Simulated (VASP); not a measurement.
# AlAu₂: relaxed cell and band gap, by functional

AlAu₂, I4/mmm (no. 139), 3 atoms in the cell.

| Functional | Volume (Å³/atom) | Change from the starting volume (fraction) | Gap, path and mesh (eV) | Time (s) |
|---|---|---|---|---|
| LDA | 15.78 | -0.037 | 0.00 | 235 |
| LDA (PW92) | 15.77 | -0.038 | 0.00 | 231 |
| LDA (VWN5) | 15.68 | -0.043 | 0.00 | 218 |
| LDA (Hedin-Lundqvist) | 15.79 | -0.036 | 0.00 | 231 |
| LDA (Wigner) | 16.22 | -0.011 | 0.00 | 162 |

## Input of the first row

INCAR.step1:
```
ALGO = Normal
EDIFF = 1E-7
EDIFFG = -0.005
ENCUT = 600
GGA = CA
GGA_COMPAT = F
IBRION = 2
ISIF = 3
ISMEAR = 1
KPAR = 2
LASPH = T
LCHARG = F
LREAL = F
LWAVE = F
NELM = 150
NSW = 60
PREC = Accurate
SIGMA = 0.1
```

INCAR.step2, as INCAR.step1 but for:
```
- NSW = 60
+ NSW = 40
```

INCAR.step3, as INCAR.step2 but for:
```
- EDIFFG = -0.005
- IBRION = 2
- ISIF = 3
- NSW = 40
+ ISIF = 2
+ NBANDS = 20
```

KPOINTS:
```
k-points
0
Gamma
  11 11 11
```

KPOINTS_OPT:
```
path GXYSGZS1NPY1Z,XP
8
line-mode
reciprocal
 0.0000000000  0.0000000000  0.0000000000  G
 0.0000000000  0.0000000000  0.5000000000  X

 0.0000000000  0.0000000000  0.5000000000  X
-0.0721884153  0.0721884153  0.5000000000  Y

-0.0721884153  0.0721884153  0.5000000000  Y
-0.2860942076  0.2860942076  0.2860942076  S

-0.2860942076  0.2860942076  0.2860942076  S
 0.0000000000  0.0000000000  0.0000000000  G

 0.0000000000  0.0000000000  0.0000000000  G
 0.5000000000  0.5000000000 -0.5000000000  Z

 0.5000000000  0.5000000000 -0.5000000000  Z
 0.2860942076  0.7139057924 -0.2860942076  S1

 0.2860942076  0.7139057924 -0.2860942076  S1
 0.0000000000  0.5000000000  0.0000000000  N

 0.0000000000  0.5000000000  0.0000000000  N
 0.2500000000  0.2500000000  0.2500000000  P

 0.2500000000  0.2500000000  0.2500000000  P
 0.5000000000  0.5000000000 -0.0721884153  Y1

 0.5000000000  0.5000000000 -0.0721884153  Y1
 0.5000000000  0.5000000000 -0.5000000000  Z

 0.0000000000  0.0000000000  0.5000000000  X
 0.2500000000  0.2500000000  0.2500000000  P
```

POSCAR.step1:
```
AlAu2
1.0
   -1.6715144750      1.6715144750      4.3990752400
    1.6715144750     -1.6715144750      4.3990752400
    1.6715144750      1.6715144750     -4.3990752400
Au Al
2 1
Direct
    0.3437272000      0.3437272000      0.0000000000
    0.6562728000      0.6562728000      0.0000000000
    0.0000000000      0.0000000000      0.0000000000
```

Commands (each step's output is kept before the next begins):
```
cat potpaw_LDA.64/Au/POTCAR potpaw_LDA.64/Al/POTCAR > POTCAR
cp INCAR.step1 INCAR
cp POSCAR.step1 POSCAR
mpirun -np 2 vasp_std > vasp.out
cp CONTCAR POSCAR
rm WAVECAR CHG
cp INCAR.step2 INCAR
mpirun -np 2 vasp_std > vasp.out
cp CONTCAR POSCAR
rm WAVECAR CHG
cp INCAR.step3 INCAR
mpirun -np 2 vasp_std > vasp.out
```

Changes of the last row against the first:
```
(all steps)
- GGA = CA
+ GGA = WI
```

VASP 6.6.1 took 235 s on 2 cores (Intel Xeon 6975P-C (Granite Rapids)), a shared host.
